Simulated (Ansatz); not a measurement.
Set up this calculation in Ansatz 0.2.0, as the native input.

```
Task                : relaxation of cell and atoms
Functional          : PBEsol
Potentials or basis : all-electron LAPW, scalar-relativistic
Basis error allowed : 0.001 eV/atom
k mesh              : 11 × 11 × 10
Occupations         : fermi-dirac, width 0.05 eV
Spin                : no spin polarisation
```

The system is Ge.

```
Ge
1.0
     1.39715   -2.60052    0.00000
     1.39715    2.60052    0.00000
     0.00000    0.00000    2.69823
Ge
1
Direct
  0.50000 0.50000 0.00000
```

This isn't the form of Ge at room conditions, which is diamond.

These files were run (other wordings do the same):

input.yaml

```yaml
crystal:
  lattice:
    - [1.397149, -2.600516, 0.0]
    - [1.397149, 2.600516, 0.0]
    - [0.0, 0.0, 2.698231]
  atoms:
    - { symbol: Ge, position: [0.5, 0.5, 0.0] }
kpoints:
  mp_grid: { grid: [11, 11, 10] }
scf:
  occupations: { method: fermi_dirac, width: 0.05 }
hamiltonian:
  xc: pbesol
  pseudopotentials: { kind: all_electron, lapw: { basis_error: 0.001 } }
output:
  forces: true
  stress: true
relax:
  f_tol: 0.01
  max_steps: 60
  cell: {}
```

Potentials or basis: all-electron LAPW, scalar-relativistic.

Run with:

```sh
$ ansatz run input.yaml --threads 1 --pin off --max-ram 3072MiB --backend cpu --events-out ev --progress --plain --runs-dir out
```

It gave:

```yaml
Relaxed_volume: 18.41 Å³/atom
Relaxed_cell: a = 2.832 Å, b = 2.832 Å, c = 2.671 Å, α = 90.00°, β = 90.00°, γ = 120.76°
Space_group_after_relaxing_to_0.05_Å: Cmmm (No. 65)
Energy_gained_by_relaxing: 20.6 meV/atom
Ionic_steps: 7
Pressure_after_relaxing: 0.0 GPa
```

Run time: 41 s on 1 thread of AMD EPYC 7R13 Processor (Zen 3), on a shared host, peak memory 0.39 GiB.
